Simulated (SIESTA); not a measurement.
Runs of SIESTA 5.4.2 on Ag. Symmetry: Fm-3m, No. 225, cubic system. Conventional cell: a = 4.085 Å, b = 4.085 Å, c = 4.085 Å, α = 90.00°, β = 90.00°, γ = 90.00°. Around Ag (site symmetry m-3m) lie 12 Ag at 2.89 Å. 

```tsv
level	gap on the mesh (eV)	pressure (GPa)	relaxed volume (Å³/atom)
vdW-DF-C09	none	0.0	16.91
PBE	none	0.0	(b)
vdW-DF	none	0.0	(a)
optB88-vdW	none	0.0	17.82
vdW-DF2	none	0.0	19.92
```

Alike in all rows: task relaxation of cell and atoms; potentials or basis PseudoDojo 0.4 standard (PBE files), DZP (energy shift 0.003 Ry; two zetas on semicore shells); no spin polarisation; cell relaxed; k mesh 5 × 5 × 5; smearing fermi-dirac 0.05 eV; grid cutoff 800 Ry; energy shift 0.003 Ry.

Fill in the values left out.

(a) 19.17; (b) 18.01.

Caveats: short orbitals over semicore shells can move pressures by several GPa; the basis of atomic orbitals isn't converged, which shifts pressures, moduli and gaps; the potentials were made for another functional, which shifts forces and pressure (some runs); the volume moved by over 15 % at a fixed basis, so the end points are rough (some runs).

A k mesh can miss the band edges, and the runs leave out spin-orbit coupling on Ag.

A gap of «none» marks a metal or a gap under the smearing width.
